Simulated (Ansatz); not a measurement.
Crystal: TiNi.

```
Ni Ti
1.0
     3.82195    0.00000    0.00000
     0.00000    3.82195    0.00000
     0.00000    0.00000    3.63625
Ni Ti
2 2
Cartesian
  0.0000 0.0000 0.0000
  1.9110 1.9110 0.0000
  1.9110 0.0000 1.8879
  0.0000 1.9110 1.7483
```

The cell comes from a database or a generator and needn't be the stable form of this composition.

Base run:

```yaml
Program: Ansatz 0.2.0
Functional: PBEsol
Potentials_or_basis: Ansatz PAW
Cutoff: "420 eV (not typed: the program's choice for these potentials)"
k_mesh: 6 × 6 × 6
Occupations: fermi-dirac, width 0.05 eV
Spin: collinear spin, ferromagnetic start
Starting_moments: "[1.0, 1.0, 1.0, 1.0] μB"
Fixed_moment: 4 μB
```

Its results: pressure 0.6 GPa; site moments Ni +0.62; Ti +0.97 μB; largest force 0.203 eV/Å.

Question: After a change of settings the same cell gave: pressure 18.1 GPa; site moments Ni +1.41; Ti +1.67 μB; largest force 0.900 eV/Å. Which change was it?
A. fixed moment from 4 μB to 5 μB; moments at the start from [1.0, 1.0, 1.0, 1.0] to [1.25, 1.25, 1.25, 1.25]
B. fixed moment from 4 μB to 8 μB; moments at the start from [1.0, 1.0, 1.0, 1.0] to [2.0, 2.0, 2.0, 2.0]
C. fixed moment from 4 μB to 3 μB; moments at the start from [1.0, 1.0, 1.0, 1.0] to [0.75, 0.75, 0.75, 0.75]
D. fixed moment from 4 μB to 1 μB; moments at the start from [1.0, 1.0, 1.0, 1.0] to [0.25, 0.25, 0.25, 0.25]

Answer: B.

Caveats: the total moment is fixed, so each spin has its own Fermi level; the PAW data sets come from PBE, with cores solved anew for the run's functional, which leaves a small shift of forces and pressure; the thresholds are loose for stress.
